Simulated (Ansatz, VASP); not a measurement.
CdS in VASP and in Ansatz

File INCAR:

```
SYSTEM = CdS
PREC = Accurate
ENCUT = 520
EDIFF = 1E-7
ISMEAR = -1
SIGMA = 0.02
LREAL = .FALSE.
LASPH = .TRUE.
NELM = 60
ALGO = Normal
ISIF = 2
LWAVE = .FALSE.
LCHARG = .FALSE.
GGA = PS
NBANDS = 16
```

KPOINTS

```
regular mesh
0
G
  7 7 7
  0 0 0
```

Contents of POSCAR:

```
CdS
1.0
    0.0000000000      2.9232015042      2.9232015042
    2.9232015042      0.0000000000      2.9232015042
    2.9232015042      2.9232015042      0.0000000000
Cd S
1 1
Direct
    0.0000000000      0.0000000000      0.0000000000
    0.7500000000      0.7500000000      0.7500000000
```

Input for Ansatz:

```yaml
crystal:
  lattice:
    - [0.0, 2.9232015042, 2.9232015042]
    - [2.9232015042, 0.0, 2.9232015042]
    - [2.9232015042, 2.9232015042, 0.0]
  atoms:
    - { symbol: Cd, position: [0.0, 0.0, 0.0] }
    - { symbol: S, position: [0.75, 0.75, 0.75] }
kpoints:
  mp_grid: { grid: [7, 7, 7] }
  band_path:
    path:
      - [0.0, 0.0, 0.0]
      - [-0.5, -0.5, 0.0]
      - [-0.375, -0.375, 0.25]
      - [-0.375, 0.0, 0.375]
      - [0.0, 0.0, 0.0]
      - [0.0, 0.0, 0.5]
      - [-0.5, -0.25, 0.25]
      - [-0.5, -0.5, 0.0]
    npoints: 5
scf:
  occupations: { method: fermi_dirac, width: 0.02 }
hamiltonian:
  xc: pbesol
  pseudopotentials: { kind: all_electron, lapw: { basis_error: 0.0005 } }
output:
  forces: true
  stress: true
  eigenvalues: true
```

Change from the starting cell: volume scaled by 0.98.

Alike in both runs: task single point; functional PBEsol; k mesh 7 × 7 × 7; occupations fermi-dirac, width 0.02 eV; no spin polarisation.

```csv
,VASP,Ansatz
version,VASP 6.6.1,Ansatz 0.2.0
potentials or method,"VASP PAW PBE potentials, release 64 (Cd, S)","all-electron LAPW, scalar-relativistic"
plane-wave cutoff (eV),520,see its input
```

```tsv
	VASP	Ansatz	Ansatz less VASP
gap on the k mesh at the Fermi level (eV)	0.99	0.99	-0.004
pressure (GPa)	-0.3	-0.7	-0.35
```

Ansatz ran all-electron here, so the differences hold the error of VASP's frozen core and of both bases.

Caveats: the PAW data sets were made with another functional, which shifts forces and pressure a little (VASP).
